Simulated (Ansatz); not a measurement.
# ZrSi2: the cost of one run

Method: DFT PBEsol, scalar-relativistic, plane waves, PAW, in Ansatz 0.2.0.

1 further run of the same task is left out (set aside as unsound or not needed).

## 1. The system as given

The structure is orthorhombic, space group Fddd (No. 70). Conventional cell: a = 4.762 Å, b = 8.182 Å, c = 8.496 Å, α = 90.00°, β = 90.00°, γ = 90.00°. Around Ti (site symmetry 222) lie 10 Si at 2.53 to 2.75 Å. Around Si (site symmetry 2) lie 5 Si at 2.52 to 2.77 Å and 5 Ti at 2.53 to 2.75 Å.

As a file:

```cif
data_structure
_symmetry_space_group_name_H-M 'P 1'
_symmetry_Int_Tables_number 1
_cell_length_a 5.8977
_cell_length_b 4.8698
_cell_length_c 4.7334
_cell_angle_alpha 75.764
_cell_angle_beta 53.163
_cell_angle_gamma 51.073
_cell_volume 82.75
loop_
_atom_site_label
_atom_site_type_symbol
_atom_site_fract_x
_atom_site_fract_y
_atom_site_fract_z
_atom_site_occupancy
Ti1 Ti 0.75000 0.75000 0.75000 1
Ti2 Ti 0.50000 0.50000 0.50000 1
Si1 Si 0.08617 0.41383 0.08617 1
Si2 Si 0.41383 0.08617 0.41383 1
Si3 Si 0.16383 0.83617 0.16383 1
Si4 Si 0.83617 0.16383 0.83617 1
```

It is the result of an earlier relaxation at this level (volume 13.79 Å³/atom; gap on the mesh: none (metal)).

## 2. Ti → Zr: the starting cell

The start of ZrSi2: fractional positions of relaxed TiSi2, cell scaled by 1.026, a guess from tabulated radii.

## 3. Quick check of gap, pressure and forces (ZrSi2)

File input.yaml:

```yaml
crystal:
  lattice:
    - [0.0, 4.1981371766, 4.3592317536]
    - [2.4431930744, 0.0, 4.3592317536]
    - [2.4431930744, 4.1981371766, 0.0]
  atoms:
    - { symbol: Zr, position: [0.75, 0.75, 0.75] }
    - { symbol: Zr, position: [0.5, 0.5, 0.5] }
    - { symbol: Si, position: [0.0861670623, 0.4138329377, 0.0861670623] }
    - { symbol: Si, position: [0.4138329377, 0.0861670623, 0.4138329377] }
    - { symbol: Si, position: [0.1638329377, 0.8361670623, 0.1638329377] }
    - { symbol: Si, position: [0.8361670623, 0.1638329377, 0.8361670623] }
basis:
  ecutwfc: 420
kpoints:
  mp_grid: { grid: [6, 6, 6] }
hamiltonian:
  xc: pbesol
scf:
  occupations: { method: gaussian, width: 0.1 }
output:
  forces: true
  stress: true
  eigenvalues: true
```

Started as:

```bash
ansatz run input.yaml --threads 1 --pin off --max-ram 2560MiB --backend cpu --events-out ev --progress --plain --runs-dir out
```

What time and memory should one allow on 1 thread of Intel Xeon at 2.50GHz (Skylake/Cascade Lake), shared host?

About 15 s, with a peak of 0.43 GiB.
